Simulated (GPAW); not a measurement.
AlN:

```
Al N
1.0
     0.00000    2.18399    2.18399
     2.18399    0.00000    2.18399
     2.18399    2.18399    0.00000
Al N
1 1
Direct
  0.00000 0.00000 0.00000
  0.25000 0.25000 0.25000
```

Measurements of this composition are mostly on another form, of space group No. 186.

Base run:

- Program: GPAW 26.7.0
- Functional: MS2
- Potentials or basis: GPAW PAW data sets (gpaw-data 1.2.1)
- Cutoff: 800 eV
- Basis: pw
- k mesh: 10 × 10 × 10
- Occupations: marzari-vanderbilt, width 0.025 eV
- Spin: no spin polarisation

Its results: band gap on the k mesh 3.64 eV, indirect (least direct gap 4.57 eV); pressure 1.0 GPa.

Problem. The run is repeated on the same cell with these changes: functional from MS2 to TPSS; occupations from marzari-vanderbilt, width 0.025 eV to fermi-dirac, width 0.05 eV. What comes out?

Solution. Band gap on the k mesh 3.26 eV, indirect (least direct gap 4.17 eV); pressure 4.4 GPa.

Caveats: the PAW data sets were made with another functional, which shifts forces and pressure a little; this smearing can pin the Fermi level at a band edge (some runs).

Not every run made on this cell is shown here.
